Q: I want to know how deep the highest filled level of wurtzite ZnS lies at a given wavevector, and I have only pencil and paper. Where do I begin?

A: Begin with level b1, which is the highest filled level. The zero of energy lies in the middle of the gap, so measure the depth from row 1, the Γ point, where all cells have the same phase. Rows 3 and 5 are M and K, at the rim of the hexagonal zone. Rows 9, 11 and 13 are A, L and H, which lie above Γ, M and K along the c axis.

Wurtzite ZnS, computed with Ansatz 0.2.0: HSE06, scalar-relativistic, no spin polarization, PAW, plane-wave cutoff 420 eV, 6×6×4 k mesh, Gaussian smearing 0.02 eV. Band distance runs along the path Γ–M–K–Γ–A–L–H–A, L–M, H–K. Levels b1, b2 and b3 are the three highest filled bands, from the top down; the Fermi level is set at mid-gap.

```
row  band distance (1/Å)  level b3 from the Fermi level (eV)  level b2 from the Fermi level (eV)  level b1 from the Fermi level (eV)
  1                0.000                              -1.724                              -1.647                              -1.647
  2                0.472                              -3.301                              -2.285                              -2.104
  3                0.943                              -3.908                              -3.348                              -2.544
  4                1.216                              -4.404                              -3.503                              -3.213
  5                1.488                              -4.020                              -4.020                              -3.805
  6                2.033                              -3.650                              -2.514                              -2.437
  7                2.577                              -1.724                              -1.647                              -1.647
  8                2.826                              -2.431                              -1.791                              -1.791
  9                3.075                              -2.121                              -2.121                              -2.121
 10                3.547                              -3.368                              -2.746                              -2.746
 11                4.019                              -3.300                              -3.280                              -3.280
 12                4.291                              -4.136                              -3.077                              -3.077
 13                4.563                              -4.778                              -3.004                              -3.004
 14                5.108                              -3.396                              -3.130                              -3.130
 15                5.652                              -2.121                              -2.121                              -2.121
 16                5.777                              -3.530                              -3.046                              -3.015
 17                6.026                              -3.863                              -3.249                              -2.605
 18                6.151                              -4.778                              -3.004                              -3.004
 19                6.400                              -4.121                              -3.493                              -3.493
 20                6.649                              -4.020                              -4.020                              -3.805
```

Q: Why does the level sink when I leave Γ?

A: The upper filled levels of ZnS come mainly from sulfur 3p orbitals. That is chemical knowledge brought in from outside, since the table gives no orbital weights. Take p orbitals that lie in a sulfur layer and point along a row of atoms. With equal phase everywhere, the positive lobe of one atom faces the negative lobe of the next. That is antibonding, so in this picture Γ is the top of the band, and any change of phase from atom to atom relieves it. The zinc atoms carry part of the coupling too, and the calculation does not separate the two parts.

A chain of hydrogen atoms is the simplest relative. Its energy also follows the cosine of the phase between neighbours. There, however, equal phase bonds and gives the bottom of the band, and an s orbital has no direction. Only the cosine carries over to ZnS.

Q: How do I turn this into a number?

A: Each sulfur atom has six sulfur neighbours in its layer. Let θ be the angle between the orbital and the direction to a neighbour, and φ the phase change of the wave on the way there. Sum over the six neighbours, and choose the in-plane orbital direction that makes the sum largest. At Γ the sum is 3, so the loss in the plane is

n = 3 − Σ cos²θ cos φ

Six more sulfur atoms lie at nearly the same distance, three in the layer above and three in the layer below. They stand well out of the plane, so for an in-plane orbital their cos²θ add up to only about 1. The cell holds two equivalent layers along c, and the phase φ_c from one layer to the next grows from 0 at Γ to 90° at A. The loss along c is then

h = 1 − cos φ_c

The estimate is then

E ≈ E(Γ) − 0.5 eV × (n + h)

The step of 0.5 eV is rounded from two readings, 0.48 eV per unit of n at K and 0.47 eV per unit of h at A. It is an effective value that also covers coupling through the zinc atoms, not the strength of one sulfur–sulfur contact.

Q: Please work one case in full.

A: Take row 6, halfway between Γ and K, which was not used to set the step. Two neighbours lie along the wavevector, with phases of ±120°, and the other four have ±60°. An orbital pointing across the wavevector is at 90° to the first two, which therefore drop out, and at 30° to the lines through the other four. The sum is 4 × 3/4 × 1/2 = 1.5, so n = 1.5 and h = 0:

E ≈ −1.647 eV − 0.5 eV × 1.5 ≈ −2.40 eV

The computed level is −2.437 eV, so the estimate is 0.04 eV too high.

Q: And a point that is also displaced along c?

A: Take L, row 11, which did not set the step either. The best orbital again points across the in-plane wavevector. Two neighbours lie along the orbital, with unchanged phase, and add 2; the other four, at 60° and with reversed phase, take away 1. This gives n = 2, and h = 1 as at A. The estimate is 1.5 eV below Γ, or −3.15 eV, against a computed −3.280 eV.

Q: Could I leave out the angles and count only phases?

A: No, and M shows why. There the orbital keeps its two antibonding neighbours in full, so the level stays high. A count without angles treats all six neighbours alike and puts M 1.1 eV too low. In this picture, it is the direction of the p orbital that lets the level sink so much less towards M than towards K.

Q: How far may I trust the rule?

A: I tested it on ten rows that are distinct, did not set the step and lie away from H. The typical (rms) miss is 0.11 eV and the largest 0.23 eV, while the level falls by about 2.2 eV from Γ to K. The output printed below lists the estimate for every row.

Part of the miss comes from adding n and h as if they were independent. The level falls by 0.47 eV from Γ to A, but by 0.74 eV from M to L. The head-on count cannot explain this, because the contacts between layers add up to as much at M as at Γ. A likely reason is the side-by-side overlap of the p orbitals, which the rule leaves out. At Γ it offsets more of the antibonding between layers than at M, so less is left to lose on the way to A.

At Γ itself, finer detail has a limit of another kind. The two highest levels coincide in this hybrid-functional calculation because it leaves out spin-orbit coupling, which would split them by roughly a tenth of an electronvolt or less.

Q: What goes wrong near H?

A: The rule follows one state, and there another state overtakes it. At K a single level is highest, with a pair at −4.020 eV below it. Halfway to H, in row 19, the order is reversed: the pair is at −3.493 eV and the single level at −4.121 eV. The rule gives −4.04 eV, close to the single level but well below the top.

Symmetry shows that the two need not behave alike. Among the sulfur p orbitals, the single level at K can contain only those lying in the layers, which are the ones the rule counts. The pair can also take in p orbitals that stand upright, along c, which the rule leaves out. Their share probably lifts the pair on the way to H, but there are no orbital weights here to prove it. By H the pair has risen to −3.004 eV, and the rule misses the top by 1.4 eV. Midway between L and H it is already 0.5 eV too low, so the corner around H is out of bounds.

Q: Would zinc blende ZnS need a different rule?

A: Along the stacking direction the same reasoning should hold, with one change of bookkeeping. Zinc blende stacks similar layers in another sequence and has only one layer in its primitive cell. The phase between layers can therefore run on to 180° at the zone boundary, where h = 2 and the rule puts the level 1.0 eV below the top.

In wurtzite the corresponding state is folded back to Γ and appears there as a second, deeper pair. The present calculation has that pair at −2.555 eV, which is 0.91 eV below the top. The rule thus survives a phase twice as large as the one that set its step along c. For zinc blende itself this remains an argument by analogy, since the sideways shifts between its layers follow another pattern.

Numerical output:

```
Half-eV rule for the highest filled level:
  row  in-plane loss n  loss along c h  estimate (eV)  computed b1 (eV)  estimate less computed (eV)
    1                0               0         -1.647            -1.647                            0
    2                1               0         -2.147            -2.104                       -0.043
    3                2               0         -2.647            -2.544                       -0.103
    4            2.866               0          -3.08            -3.213                        0.133
    5              4.5               0         -3.897            -3.805                       -0.092
    6              1.5               0         -2.397            -2.437                         0.04
    7                0               0         -1.647            -1.647                            0
    8                0          0.2929         -1.793            -1.791                    -0.002447
    9                0               1         -2.147            -2.121                       -0.026
   10                1               1         -2.647            -2.746                        0.099
   11                2               1         -3.147             -3.28                        0.133
   12            2.866               1          -3.58            -3.077                       -0.503
   13              4.5               1         -4.397            -3.004                       -1.393
   14              1.5               1         -2.897             -3.13                        0.233
   15                0               1         -2.147            -2.121                       -0.026
   16                2          0.6173         -2.956            -3.015                      0.05934
   17                2         0.07612         -2.685            -2.605                     -0.08006
   18              4.5               1         -4.397            -3.004                       -1.393
   19              4.5          0.2929         -4.043            -3.493                      -0.5504
   20              4.5               0         -3.897            -3.805                       -0.092
Step read from Gamma to K, per unit of n (eV): 0.4796
Step read from Gamma to A, per unit of h (eV): 0.474
Number of test rows: 10
Rms miss of the half-eV rule on the test rows (eV): 0.1111
Largest miss of the half-eV rule on the test rows (eV): 0.233
Rms miss on the test rows with the two steps as read (eV): 0.1435
Rms miss on the test rows for an orbital without direction (eV): 0.7114
Miss at M for an orbital without direction (eV): -1.103
Estimate less b3 at H, row 13 (eV): 0.381
Estimate less b3 halfway from H to K, row 19 (eV): 0.07755
Rise of the upper pair from K to H (eV): 1.016
Fall of the single level from K to H (eV): 0.973
Fall of b1 from M to L (eV): 0.736
Estimate less computed, second in-plane pair at Gamma, h of two (eV): -0.092
Estimate less computed, two thirds of the way from Gamma to M, n of 1.5 (eV): -0.069
Estimate less computed, mesh point one sixth, one third, zero (eV): 0.1424
```
